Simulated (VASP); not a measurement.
Here is a VASP 6.6.1 calculation.

INCAR

```
SYSTEM = WC
ALGO     = Normal         ! electronic algorithm
EDIFF    = 1E-6           ! SCF threshold, eV
ENCUT    = 520            ! plane-wave cutoff, eV
ISIF     = 2              ! what is computed and relaxed
ISMEAR   = -1             ! smearing method
LASPH    = .TRUE.         ! aspherical terms in the spheres
LCHARG   = .FALSE.        ! write CHGCAR
LMAXMIX  = 4              ! l up to which the mixer works
LMIXTAU  = .TRUE.       
LREAL    = .FALSE.        ! projectors in reciprocal space
LWAVE    = .FALSE.        ! write WAVECAR
METAGGA  = R2SCAN         ! meta-GGA
NELM     = 80             ! most SCF steps
PREC     = Accurate       ! precision mode
SIGMA    = 0.05           ! smearing width, eV
```

The input KPOINTS:

```
k-points
0
G
  6 6 6
  0 0 0
```

The input POSCAR:

```
WC
1.0
    0.0000000000      2.8868000000      2.8868000000
    2.8868000000      0.0000000000      2.8868000000
    2.8868000000      2.8868000000      0.0000000000
W C
2 2
Direct
    0.5000000000      0.5000000000      0.5000000000
    0.7500000000      0.7500000000      0.7500000000
    0.0000000000      0.0000000000      0.0000000000
    0.2500000000      0.2500000000      0.2500000000
```

File KPOINTS_OPT:

```
path GXWKGLUWLK,UX
10
line-mode
reciprocal
 0.0000000000  0.0000000000  0.0000000000  G
 0.5000000000  0.0000000000  0.5000000000  X

 0.5000000000  0.0000000000  0.5000000000  X
 0.5000000000  0.2500000000  0.7500000000  W

 0.5000000000  0.2500000000  0.7500000000  W
 0.3750000000  0.3750000000  0.7500000000  K

 0.3750000000  0.3750000000  0.7500000000  K
 0.0000000000  0.0000000000  0.0000000000  G

 0.0000000000  0.0000000000  0.0000000000  G
 0.5000000000  0.5000000000  0.5000000000  L

 0.5000000000  0.5000000000  0.5000000000  L
 0.6250000000  0.2500000000  0.6250000000  U

 0.6250000000  0.2500000000  0.6250000000  U
 0.5000000000  0.2500000000  0.7500000000  W

 0.5000000000  0.2500000000  0.7500000000  W
 0.5000000000  0.5000000000  0.5000000000  L

 0.5000000000  0.5000000000  0.5000000000  L
 0.3750000000  0.3750000000  0.7500000000  K

 0.6250000000  0.2500000000  0.6250000000  U
 0.5000000000  0.0000000000  0.5000000000  X
```

Potentials or basis: VASP PAW PBE potentials, release 64 (W_sv, C).

Launch:

```console
$ cat potpaw_PBE.64/W_sv/POTCAR potpaw_PBE.64/C/POTCAR > POTCAR
$ mpirun -np 1 vasp_std > vasp.out
```

Question: Predict the band gap along the path.

Answer: None (metal or under the smearing width).

Question: Predict the pressure.

Answer: -1.6 GPa.

Levels at the corners of the path, in eV from the Fermi level:
| point | band 15 | band 16 | band 17 | band 18 | band 19 | band 20 | band 21 | band 22 |
| --- | --- | --- | --- | --- | --- | --- | --- | --- |
| Γ | -3.40 | -3.12 | -3.12 | -3.12 | 1.16 | 1.36 | 1.36 | 1.36 |
| X | -1.94 | -1.94 | -0.43 | -0.43 | -0.05 | -0.05 | 0.38 | 0.38 |
| X | -1.94 | -1.94 | -0.43 | -0.43 | -0.05 | -0.05 | 0.38 | 0.38 |
| W | -2.52 | -2.52 | -1.08 | -1.08 | 0.61 | 0.61 | 1.81 | 1.81 |
| W | -2.52 | -2.52 | -1.08 | -1.08 | 0.61 | 0.61 | 1.81 | 1.81 |
| K | -2.29 | -2.08 | -1.71 | -1.49 | 0.54 | 0.98 | 1.13 | 2.15 |
| K | -2.29 | -2.08 | -1.71 | -1.49 | 0.54 | 0.98 | 1.13 | 2.15 |
| Γ | -3.40 | -3.12 | -3.12 | -3.12 | 1.16 | 1.36 | 1.36 | 1.36 |
| Γ | -3.40 | -3.12 | -3.12 | -3.12 | 1.16 | 1.36 | 1.36 | 1.36 |
| L | -3.54 | -2.57 | 0.40 | 0.40 | 1.71 | 1.74 | 1.74 | 2.41 |
| L | -3.54 | -2.57 | 0.40 | 0.40 | 1.71 | 1.74 | 1.74 | 2.41 |
| U | -2.29 | -2.08 | -1.71 | -1.49 | 0.54 | 0.98 | 1.13 | 2.15 |
| U | -2.29 | -2.08 | -1.71 | -1.49 | 0.54 | 0.98 | 1.13 | 2.15 |
| W | -2.52 | -2.52 | -1.08 | -1.08 | 0.61 | 0.61 | 1.81 | 1.81 |
| W | -2.52 | -2.52 | -1.08 | -1.08 | 0.61 | 0.61 | 1.81 | 1.81 |
| L | -3.54 | -2.57 | 0.40 | 0.40 | 1.71 | 1.74 | 1.74 | 2.41 |
| L | -3.54 | -2.57 | 0.40 | 0.40 | 1.71 | 1.74 | 1.74 | 2.41 |
| K | -2.29 | -2.08 | -1.71 | -1.49 | 0.54 | 0.98 | 1.13 | 2.15 |
| U | -2.29 | -2.08 | -1.71 | -1.49 | 0.54 | 0.98 | 1.13 | 2.15 |
| X | -1.94 | -1.94 | -0.43 | -0.43 | -0.05 | -0.05 | 0.38 | 0.38 |

Caveat: the PAW data sets were made with another functional, which shifts forces and pressure a little; spin-orbit coupling is left out, which moves the levels of the heavy elements.
